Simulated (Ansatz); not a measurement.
LiCl (Fm-3m): the size of the finite step

```yaml
crystal:
  lattice:
    - [0.00000, 2.53141, 2.53141]
    - [2.53141, 0.00000, 2.53141]
    - [2.53141, 2.53141, 0.00000]
  atoms:
    - { symbol: Li, position: [0.00000, 0.00000, 0.00000] }
    - { symbol: Cl, position: [0.50000, 0.50000, 0.50000] }
```

Conventional cell: a = 5.063 Å, b = 5.063 Å, c = 5.063 Å, α = 90.00°, β = 90.00°, γ = 90.00°. Around Li (atom 1) lie 6 Cl at 2.53 Å. Cl (atom 2) has 6 Li at 2.53 Å as nearest neighbours.

Computed, not measured; unless marked otherwise by PBEsol, PAW on Ansatz 0.2.0's default frozen-core files (fitted under PBE), scalar-relativistic. k mesh 8×8×8, strains of ±0.003, fixed occupations, cutoff 420 eV. The cell was relaxed by PAW under this functional.

Q: Elastic constants come from stresses at strains of ±0.003 (two-point stencil): C11 = 63.5, C12 = 21.1, C44 = 25.5 GPa. What does an amplitude of 0.0002 give?

A: C11 = 63.6, C12 = 21.1, C44 = 25.5 GPa. Nothing moves by 1 %. Steps under 0.001 aren't safe in general, since the basis can change from cell to cell and the noise grows as 1/δ.

Caveats: frozen-core PAW files fitted under PBE, their cores solved anew for the functional of the run.
